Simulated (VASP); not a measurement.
# A VASP 6.6.1 relaxation on SnO

INCAR

```
ENCUT = 600
PREC = Medium
LASPH = .TRUE.
LWAVE = .FALSE.
NSW = 40
NBANDS = 17
LCHARG = .FALSE.
NELM = 120
EDIFF = 1E-7
LREAL = .FALSE.
ISMEAR = -1
IBRION = 2
ISIF = 3
SIGMA = 0.02
EDIFFG = -5E-3
GGA = PE
```

KPOINTS

```
KPOINTS created by Atomic Simulation Environment
0
Gamma
10 10 10
0 0 0
```

POSCAR

```
Sn O
 1.0000000000000000
     0.0000000000000000    2.2133299919999998    2.2133299919999998
     2.2133299919999998    0.0000000000000000    2.2133299919999998
     2.2133299919999998    2.2133299919999998    0.0000000000000000
 Sn  O
   1   1
Cartesian
  0.0000000000000000  0.0000000000000000  0.0000000000000000
  1.1066649959999999  1.1066649959999999  1.1066649959999999
```

The recommended PBE PAW datasets give the neutral cell 20 valence electrons.

Command

```
mpirun -np 1 vasp_std
```

OSZICAR

```
N       E                     dE             d eps       ncg     rms          rms(c)
DAV:   1     0.158203253728E+03    0.15820E+03   -0.11386E+04  1712   0.219E+03
DAV:   2     0.413759273107E+01   -0.15407E+03   -0.14663E+03  1751   0.438E+02
DAV:   3    -0.747372653208E+01   -0.11611E+02   -0.11538E+02  1841   0.104E+02
DAV:   4    -0.767175012050E+01   -0.19802E+00   -0.19794E+00  1969   0.136E+01
DAV:   5    -0.767576356192E+01   -0.40134E-02   -0.40132E-02  2085   0.189E+00    0.107E+01
DAV:   6    -0.568080107689E+01    0.19950E+01   -0.72981E+00  2413   0.423E+01    0.448E+00
DAV:   7    -0.568772022672E+01   -0.69191E-02   -0.47708E-01  1763   0.602E+00    0.213E+00
DAV:   8    -0.566996466662E+01    0.17756E-01   -0.40234E-02  2050   0.238E+00    0.456E-01
DAV:   9    -0.566685941275E+01    0.31053E-02   -0.87659E-03  2523   0.180E+00    0.605E-02
DAV:  10    -0.566689080373E+01   -0.31391E-04   -0.67052E-04  1804   0.239E-01    0.185E-02
...
       N       E                     dE             d eps       ncg     rms          rms(c)
DAV:   1    -0.103642938060E+02   -0.39503E-03   -0.68474E-03  2031   0.129E+00    0.127E-01
DAV:   2    -0.103640027753E+02    0.29103E-03   -0.16975E-03  1814   0.348E-01    0.527E-02
DAV:   3    -0.103639332502E+02    0.69525E-04   -0.28533E-04  2420   0.194E-01    0.255E-02
DAV:   4    -0.103639158625E+02    0.17388E-04   -0.53265E-05  2019   0.120E-01    0.387E-03
DAV:   5    -0.103639160815E+02   -0.21902E-06   -0.36345E-06  1848   0.207E-02    0.165E-03
DAV:   6    -0.103639164575E+02   -0.37604E-06   -0.31516E-07  1816   0.534E-03    0.736E-04
DAV:   7    -0.103639167647E+02   -0.30714E-06   -0.30359E-08   815   0.233E-03    0.243E-04
DAV:   8    -0.103639166927E+02    0.71969E-07   -0.10298E-08   800   0.133E-03
  22 F= -.10363917E+02 E0= -.10363723E+02  d E =-.190860E-03
```

From OUTCAR

```
k-points           NKPTS =     47   k-points in BZ     NKDIM =     47   number of bands    NBANDS=     17

   NELECT =      20.0000    total number of electrons

   dimension x,y,z NGX =    20 NGY =   20 NGZ =   20
   dimension x,y,z NGXF=    28 NGYF=   28 NGZF=   28

  energy-cutoff  :      600.00
  volume of cell :       39.56
      direct lattice vectors                 reciprocal lattice vectors
    -0.000000000  2.704367811  2.704367811    -0.184886094  0.184886094  0.184886094
     2.704367811 -0.000000000  2.704367811     0.184886094 -0.184886094  0.184886094
     2.704367811  2.704367811 -0.000000000     0.184886094  0.184886094 -0.184886094

 k-points in reciprocal lattice and weights: KPOINTS created by Atomic Simulation Env
   0.00000000  0.00000000  0.00000000       0.001
   0.10000000  0.00000000  0.00000000       0.008
   0.20000000  0.00000000  0.00000000       0.008
   0.30000000  0.00000000  0.00000000       0.008
   0.40000000  0.00000000  0.00000000       0.008
   0.50000000  0.00000000  0.00000000       0.004
   0.10000000  0.10000000  0.00000000       0.006
   0.20000000  0.10000000  0.00000000       0.024
   ...

 E-fermi :   6.1153

 k-point     1 :       0.0000    0.0000    0.0000
  band No.  band energies     occupation
      1     -15.5968      2.00000
      2     -15.5968      2.00000
      3     -15.5968      2.00000
      4     -15.5504      2.00000
      5     -15.5504      2.00000
      6     -12.8440      2.00000
      7      -0.1391      2.00000
      8       2.4617      2.00000
      9       2.4622      2.00000
     10       2.4622      2.00000
     11      10.6627      0.00000
     12      10.6627      0.00000
     13      10.6628      0.00000
     14      15.2609      0.00000
     15      17.6478      0.00000
     16      17.6479      0.00000
     17      17.6479      0.00000

 k-point     2 :       0.1000    0.0000    0.0000
  band No.  band energies     occupation
      1     -15.6101      2.00000
      2     -15.5937      2.00000
      3     -15.5937      2.00000
      4     -15.5503      2.00000
      5     -15.5503      2.00000
      6     -12.7879      2.00000
      7      -0.3481      2.00000
      8       2.4172      2.00000
      9       2.4177      2.00000
     10       2.6590      2.00000
     11      10.0715      0.00000
     12      10.7131      0.00000
     13      10.7131      0.00000
     14      15.8517      0.00000
     15      17.1690      0.00000
     16      17.2146      0.00000
     17      17.2147      0.00000

 k-point     3 :       0.2000    0.0000    0.0000
  band No.  band energies     occupation
      1     -15.6438      2.00000
      2     -15.5873      2.00000
      3     -15.5873      2.00000
      4     -15.5483      2.00000
      5     -15.5482      2.00000
      6     -12.6365      2.00000
      7      -0.8205      2.00000
      8       2.3066      2.00000
      9       2.3071      2.00000
     10       3.0811      2.00000
     11       9.0643      0.00000
     12      10.8070      0.00000
     13      10.8070      0.00000
     14      15.5912      0.00000
     15      16.7773      0.00000
     16      16.7774      0.00000
     17      18.1513      0.00000

 ...

  Total       -0.0003674     -0.0003674     -0.0003674     -0.0000000      0.0000000     -0.0000000
  in kB       -0.0148820     -0.0148820     -0.0148820     -0.0000000      0.0000000     -0.0000000
  external PRESSURE =      -0.0148820 kB  Pullay stress =       0.0000000 kB

 POSITION                                       TOTAL-FORCE (eV/Angst)
 -----------------------------------------------------------------------------------
      0.00000      0.00000      0.00000         0.000000      0.000000      0.000000
      1.35218      1.35218      1.35218        -0.000000     -0.000000     -0.000000
 -----------------------------------------------------------------------------------
    total drift:                               -0.000015     -0.000015     -0.000007

  FREE ENERGIE OF THE ION-ELECTRON SYSTEM (eV)
  ---------------------------------------------------
  free  energy   TOTEN  =       -10.3639166927 eV

  energy  without entropy=      -10.3635296734  energy(sigma->0) =      -10.36372318
```

```
ionic step  ΔE (meV/atom)  volume (Å³)  largest force (eV/Å)  pressure (GPa)  electronic steps
         1            0.0        21.69                 0.000          140.78                13
         2         -880.8        67.44                 0.000          -26.64                15
         3        -2346.9        40.27                 0.000           -1.45                14
         4        -2348.3        39.82                 0.000           -0.55                 9
         5        -2348.4        39.38                 0.000            0.37                 9
         6        -2348.4        39.39                 0.000            0.38                 3
         7        -2348.4        39.39                 0.000            0.36                 5
        16        -2348.4        39.40                 0.000            0.34                 5
        17        -2348.4        39.40                 0.000            0.33                 6
        18        -2348.4        39.42                 0.000            0.30                 7
        19        -2348.5        39.44                 0.000            0.25                 8
        20        -2348.5        39.50                 0.000            0.13                 8
        21        -2348.5        39.61                 0.000           -0.11                 9
        22        -2348.5        39.56                 0.000            0.00                 8
```

It converged. Results: relaxed cell vector lengths 3.825, 3.825, 3.825 Å; relaxed cell volume 39.56 Å³.

These settings aren't sound, so the numbers aren't properties of the crystal. The volume moved far on the plane waves of the start cell, so a restart from CONTCAR is due.

On sound settings the PBE relaxation ends at 41.06 Å³.

The run took about 55 s on one core of a shared host (Intel Xeon 6975P-C) and held 0.13 GiB at most.
